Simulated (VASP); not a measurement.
Here is a VASP 6.6.1 calculation.

INCAR

```
SYSTEM = BN
PREC = Accurate
ENCUT = 520
EDIFF = 1E-7
ISMEAR = -1
SIGMA = 0.05
LREAL = .False.
LASPH = .True.
NELM = 80
ALGO = Normal
ISIF = 2
LWAVE = .False.
LCHARG = .False.
GGA = PS
NBANDS = 11
```

Contents of KPOINTS:

```
regular mesh
0
Gamma
  12 12 12
  0 0 0
```

POSCAR

```
BN
1.0
    1.2511217832      0.7223354983      3.3729344033
   -1.2511217832      0.7223354983      3.3729344033
    0.0000000000     -1.4446709966      3.3729344033
N B
1 1
Direct
    0.6672382000      0.6672382000      0.6672382000
    0.0003288000      0.0003288000      0.0003288000
```

Potentials or basis: VASP PAW PBE potentials, release 64 (N, B).

The run is started by

```bash
$ cat potpaw_PBE.64/N/POTCAR potpaw_PBE.64/B/POTCAR > POTCAR
$ mpirun -np 1 vasp_std > vasp.out
```

(1) Estimate the pressure.

(2) Predict the band gap on the k mesh.

Results:

(1) 1.0 GPa.

(2) 4.18 eV, indirect (least direct gap 4.63 eV).

Caveat: the PAW data sets were made with another functional, which shifts forces and pressure a little.
